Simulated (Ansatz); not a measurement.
# CdS: LAPW beside PAW, part 2 of 2

Aim: solve CdS at one geometry with full-potential LAPW, PAW with frozen cores and all-electron PAW on datasets made for the crystal, and see where they agree.

Ansatz 0.2.0; DFT PBEsol; a Materials Project cell. «Crystal datasets» are all-electron PAW datasets made for this crystal. The steps go on from the part before.

### Step 4. All-electron PAW on datasets made for the crystal

input.yaml

```yaml
crystal:
  lattice:
    - [0.0, 2.9429534649, 2.9429534649]
    - [2.9429534649, 0.0, 2.9429534649]
    - [2.9429534649, 2.9429534649, 0.0]
  atoms:
    - { symbol: Cd, position: [0.0, 0.0, 0.0] }
    - { symbol: S, position: [0.75, 0.75, 0.75] }
kpoints:
  mp_grid: { grid: [7, 7, 7] }
  band_path:
    path:
      - [0.0, 0.0, 0.0]
      - [-0.5, -0.5, 0.0]
      - [-0.375, -0.375, 0.25]
      - [-0.375, 0.0, 0.375]
      - [0.0, 0.0, 0.0]
      - [0.0, 0.0, 0.5]
      - [-0.5, -0.25, 0.25]
      - [-0.5, -0.5, 0.0]
    npoints: 8
scf:
  occupations: { method: fermi_dirac, width: 0.02 }
hamiltonian:
  xc: pbesol
  pseudopotentials: { kind: all_electron, datasets: crystal }
output:
  forces: true
  stress: true
  eigenvalues: true
  efg: { contact_densities: true }
```

Started as:

```sh
$ ansatz run input.yaml --threads 1 --pin off --max-ram 3072MiB --backend cpu --events-out ev --progress --plain --runs-dir out
```

What it wrote:

```text
hamiltonian.pseudopotentials.datasets: crystal makes datasets for this crystal and solves the spheres of its atoms anew in each pass: cutoff 260.0 eV, the density's 1040.0 eV; for an error of 0.50 meV an atom under PBE, 1.0 meV for the cell; an energy difference from a run of another recipe may be off by several times the error for the cell, under r2SCAN by more, where some 0.1 meV an atom stays at smaller errors; S in spheres of 1.169 Å, 6 of its electrons in bands; Cd in spheres of 1.376 Å, 12 of its electrons in bands, 8 on its site; only band paths and densities of states list, in semicore columns, the levels of the semicore shells that are solved separately: 4s of Cd, 4p of Cd
Cd: output.efg is read without spin–orbit coupling, which moves field gradients at and beside such atoms by some per cent and up to a factor of two; PAW files take it under magnetization.noncollinear and magnetization.spin_orbit
Engine: ansatz 0.2.0
Pseudopotentials: kind: all_electron
Pseudopotential: Cd, paw, valence charge 20, recommended cutoff 260 eV (normal), Koelling and Harmon's equation, gaussian nucleus
Pseudopotential: S, paw, valence charge 6, recommended cutoff 260 eV (normal), Koelling and Harmon's equation, gaussian nucleus
Functional definition: PBEsol
  exchange = pbesol_x
  correlation = pbesol_c
Crystal: 2 atoms, lattice volume = 50.978 Å³
Basis set: ecut = 260 eV, 531 PW (Γ), exchange–correlation on 48×48×48 points (8 copies of the dense FFT grid, shifted against one another)
Bands: 13, of which v1, the nominal top of the filled ones, is band 9 counted from 1 (8 counted from 0)
Symmetry: 24 space group operations
Space group: F-43m (ITA 216), of the structure as read, at distance tolerance 3.7e-5 Å
k-points: 20 of 343 (time reversal used)
Non-local potential: Cd, projectors of the file, l = 0: 1, l = 1: 1, l = 2: 2
Non-local potential: S, projectors of the file, l = 0: 1, l = 1: 1, l = 2: 2
PAW form: soft (Blöchl's): semilocal exchange-correlation on the pseudo side does not see the compensation charge
PAW one-centre angular grid: Cd, 590 points (default); XC on its mesh's 1869 points in the sphere
PAW one-centre angular grid: S, 110 points (default); XC on its mesh's 1935 points in the sphere
Initial density: superposition of atomic densities (neutral atoms: chi_scale 0, normalization atom)
Initial wavefunctions: pseudopotential atomic-orbital guess
Functional: x = pbesol(κ = 0.804, μ = 0.12345679012345678), c = pbesol(β = 0.046)
iter 1 solved again at ethr=8.12e-3 eV; its pass at ethr=1.00e-1 eV (dr2=1.46e0 eV) is discarded
SCF iter   1: F=—  HF=-163012.300949 eV  |F-HF|=—  |Δ(HF+E_count)|=         —  Δρ=3.74e-2  dr2=1.49e0  ethr=8.12e-3  ⟨swp⟩=2.1  Hψ=1441  notcnv=0
preconditioner: auto → none  [insulator: Δε(μ)=1.485 eV  Ē_g=11.661 eV  σ=0.020 eV  W_gap=1.00  n_scr=14 (ndim 8)  ℏωp=22.1 eV  f_vac=0.009  D(μ)=0.00/eV (n_scr^D=0)  ε∞_Penn≈4.6]
iter 2 solved again at ethr=7.69e-4 eV; its pass at ethr=8.12e-3 eV (dr2=1.39e-1 eV) is discarded
SCF iter   2: F=—  HF=-163011.881552 eV  |F-HF|=—  |Δ(HF+E_count)|=   4.19e-1  Δρ=1.76e-2  dr2=1.39e-1  ethr=7.69e-4  ⟨swp⟩=2.0  Hψ=1200  notcnv=0
SCF iter   3: F=—  HF=-163011.839910 eV  |F-HF|=—  |Δ(HF+E_count)|=   4.16e-2  Δρ=6.70e-3  dr2=1.58e-2  ethr=7.69e-4  ⟨swp⟩=3.0  Hψ=660  notcnv=0  defer=1
SCF iter   4: F=—  HF=-163011.840415 eV  |F-HF|=—  |Δ(HF+E_count)|=   5.04e-4  Δρ=1.84e-3  dr2=1.23e-3  ethr=8.79e-5  ⟨swp⟩=3.1  Hψ=698  notcnv=0  defer=1
SCF iter   5: F=—  HF=-163011.840983 eV  |F-HF|=—  |Δ(HF+E_count)|=   5.68e-4  Δρ=3.65e-4  dr2=3.90e-5  ethr=6.82e-6  ⟨swp⟩=3.0  Hψ=596  notcnv=0  defer=1
SCF iter   6: F=—  HF=-163011.840995 eV  |F-HF|=—  |Δ(HF+E_count)|=   1.17e-5  Δρ=1.51e-4  dr2=5.13e-6  ethr=2.17e-7  ⟨swp⟩=3.0  Hψ=648  notcnv=0  defer=1
SCF iter   7: F=—  HF=-163011.840999 eV  |F-HF|=—  |Δ(HF+E_count)|=   4.29e-6  Δρ=1.37e-5  dr2=6.60e-8  ethr=2.85e-8  ⟨swp⟩=3.0  Hψ=507  notcnv=0  defer=1
SCF iter   8: F=-163011.840999 eV  HF=-163011.840999 eV  |F-HF|=2.30e-9  |Δ(HF+E_count)|=   7.57e-8  Δρ=2.54e-6  dr2=3.48e-9  ethr=3.67e-10  ⟨swp⟩=3.0  Hψ=613  notcnv=0  defer=1
SCF 1 converged in 8 iterations: F = -163011.840999 eV  dr2 = 3.48e-9
  Residual-converged pass: ⟨swp⟩=2.4  Hψ=451  notcnv=0  max |occ|·‖R‖ = 5.0e-6 eV (tolerance 5.3e-6 eV)  dr2=3.53e-9  dr2_onsite=3.12e-9  max |Δocc| = 1.1e-14
NSCF: frozen V_eff on 57 k-points
SCF converged after 8 iterations
Free energy (F): -163011.840999 eV
Harris-Foulkes:  -163011.840999 eV  (|F-HF|=2.30e-9)
Internal energy: -163011.840999 eV  (E = F + TS)
E sigma→0 (E₀):  -163011.840999 eV
Past the cutoff: the bands carry plane waves up to 1.75 times it, of which those up to 1.5 times it add -0.000184 eV an atom, each by itself; the spheres take 0.000288 eV an atom off the energy for waves past 1.75 times it
By the cutoff:   a pressure is off by up to 0.006 GPa (1.2 times the spheres' own share and the shells' term, over an atom's volume, and 0.004 GPa: a bound that held against runs at twice the plane waves)
Past the cutoffs: a stress includes 0.0006 GPa for waves and charges beyond them, in addition to the slope of what the spheres take
In the spheres:  the bands' charges fall short by 1.5e-6 e at most (sound up to 1e-3), those of shells solved beside the bands by 1.7e-7 e (sound up to 5e-4)
Fermi energy:    7.728722 eV
--- Per-component energies (eV) ---
  The terms above E_closure are by the made datasets' own strengths, without shells solved beside the bands.
--- Forces (eV/Å), atoms counted from 1 ---
  atom   1  Cd    -0.00000000    -0.00000000    -0.00000000
  atom   2  S      0.00000000    -0.00000000     0.00000000
  max |Σ_I F_I| component: 5.09e-17 eV/Å
--- Stress (GPa, compression-positive) ---
       -1.779321       0.000000       0.000000
        0.000000      -1.779321       0.000000
       -0.000000       0.000000      -1.779321
  P = ⅓ Tr σ = -1.7793 GPa (-17.793 kbar)
  It holds what live shells' own plane waves past their cutoff add
--- PAW observables at the nuclei: V_zz in 10²¹ V/m², potentials from the cell's mean, atoms counted from 1 ---
  atom   1  Cd V_zz =    +0.000000   η = 0.0000   by run symmetry: forbidden
            electrostatic potential = -7701.581446 V   contact ρ = 1034344.178254 e/Å³
  atom   2  S  V_zz =    +0.000000   η = 0.0000   by run symmetry: forbidden
            electrostatic potential = -1631.537687 V   contact ρ = 19717.829831 e/Å³
--- Band table (eV; the first three rows and the last of 20) ---
  k-point 0: bands = ["-4.9706", "-0.3862", "-0.3862", "-0.3862", "0.0653", "0.0653", "7.2437", "7.2437", "7.2437", "8.1917", "13.6704"]
  k-point 1: bands = ["-4.8929", "-0.3591", "-0.3591", "-0.3177", "0.0643", "0.0643", "5.9993", "7.0935", "7.0935", "9.2013", "13.3443"]
  k-point 2: bands = ["-4.7173", "-0.3066", "-0.3066", "-0.0680", "0.0734", "0.0734", "4.3764", "6.7824", "6.7824", "9.9661", "13.5000"]
  k-point 19: bands = ["-4.4393", "-0.1869", "-0.1419", "0.0172", "0.0823", "0.6328", "3.4060", "4.8372", "5.5223", "12.0403", "12.6722"]
```

Wall time 7.7 s (1 thread of Intel Xeon 6975P-C (Granite Rapids), shared host); peak memory 0.51 GiB.

In short: pressure -1.78 GPa; gap 0.95 eV, direct at Γ.

| atom | contact density (e/Å³) |
| --- | --- |
| Cd1 | 1034344 |
| S2 | 19717.83 |

### Step 5. The methods compared

Highest filled and lowest empty level at the labelled points (eV from each run's valence-band top):

| point | LAPW top | LAPW bottom | PAW top | PAW bottom | crystal datasets top | crystal datasets bottom |
| --- | --- | --- | --- | --- | --- | --- |
| Γ | 0.00 | 0.95 | 0.00 | 0.95 | 0.00 | 0.95 |
| X | -1.81 | 3.44 | -1.81 | 3.44 | -1.81 | 3.44 |
| U | -1.47 | 4.11 | -1.48 | 4.11 | -1.48 | 4.11 |
| K | -1.47 | 4.11 | -1.48 | 4.11 | -1.48 | 4.11 |
| Γ | 0.00 | 0.95 | 0.00 | 0.95 | 0.00 | 0.95 |
| L | -0.72 | 2.85 | -0.72 | 2.85 | -0.72 | 2.85 |
| W | -2.13 | 5.25 | -2.13 | 5.25 | -2.13 | 5.25 |
| X | -1.81 | 3.44 | -1.81 | 3.44 | -1.81 | 3.44 |

| method | pressure (GPa) | gap (eV) | SCF cycles, all passes |
| --- | --- | --- | --- |
| LAPW | -1.78 | 0.95 | 7 |
| PAW | -1.80 | 0.95 | 6 |
| crystal datasets | -1.78 | 0.95 | 8 |

### Step 6. What came out

What follows sums up all 2 parts.

| quantity | value |
| --- | --- |
| pressure | LAPW -1.78, PAW -1.80, crystal datasets -1.78 GPa |
| gap (LAPW) | 0.95 eV, direct at Γ |
| Bader charges (PAW) | Cd1 +0.82, S2 -0.82 e |
| highest ELF (PAW) | 0.89, 0.85 Å from S |

**Reading.** The pressure of -1.8 GPa pushes the cell to shrink, with the atoms held in place. The gap is 0.95 eV, direct at Γ. It is the Kohn-Sham gap of a semilocal functional, which mostly lies below the gap found in experiment. The top eV of the valence band is mostly S 3p (93 % of the projected weight). The projection holds only the free atom's occupied shells (Cd 5s, Cd 4d, S 3s, S 3p in this range). PAW lies -0.02 GPa from LAPW in pressure and less than 0.01 eV in the gap.
